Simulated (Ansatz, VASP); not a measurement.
**Re in VASP and in Ansatz**

```
CELL_PARAMETERS angstrom
2.74549 0.00000 0.00000
-1.37274 2.37766 0.00000
0.00000 0.00000 31.22510
ATOMIC_POSITIONS crystal
Re 0.00000 0.00000 0.25209
Re 0.00000 0.00000 0.32437
```

Alike in both runs: functional PBE; k mesh 24 × 24 × 1; occupations gaussian, width 0.1 eV; no spin polarisation.

Ansatz relaxed the structure, and its values are those at the end. VASP's run is a single point on that final structure, the one shown.

```csv
,VASP,Ansatz
version,VASP 6.6.1,Ansatz 0.2.0
potentials or method,"VASP PAW PBE potentials, release 64 (Re)","scalar-relativistic, plane waves, PAW"
plane-wave cutoff (eV),520,420
valence electrons in the cell,14,30
```

VASP gave:

* gap on the k mesh at the Fermi level (eV): none
* rms of the force components (eV/Å): 0.294

Question: Estimate Ansatz's values.

Answer: gap on the k mesh at the Fermi level (eV): none; rms of the force components (eV/Å): 0.000.

A gap of «none» marks a metal or a gap that the smearing closes. One of these differences is far larger than is usual between the two programs; its cause wasn't traced. With one functional, cell and mesh, what is left measures potentials, basis and numerics. The two sets of potentials don't hold the same shells in valence.

The runs have no spin-orbit coupling, so splittings on Re are missing.
